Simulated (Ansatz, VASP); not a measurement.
## Ru in VASP and in Ansatz

```
Ru
1.0
     0.00000    1.88127    1.88127
     1.88127    0.00000    1.88127
     1.88127    1.88127    0.00000
Ru
1
Direct
  0.00000 0.00000 0.00000
```

Change from the starting cell: equal engineering shear yz, xz and xy +0.0000, equal normal strain along x, y and z -0.0125.

Alike in both runs: task single point; functional PBE; k mesh 20 × 20 × 20; occupations gaussian, width 0.15 eV; no spin polarisation.

|  | VASP | Ansatz |
| --- | --- | --- |
| version | VASP 6.6.1 | Ansatz 0.2.0 |
| potentials or method | VASP PAW PBE potentials, release 64 (Ru_pv) | scalar-relativistic, plane waves, PAW |
| plane-wave cutoff (eV) | 520 | 420 |
| valence electrons in the cell | 14 | 16 |

|  | VASP | Ansatz | Ansatz less VASP |
| --- | --- | --- | --- |
| gap on the k mesh at the Fermi level (eV) | none | none | - |
| pressure (GPa) | 12.8 | 12.9 | +0.07 |

A gap of «none» marks a metal or a gap that the smearing closes. The two sets of potentials don't hold the same shells in valence.
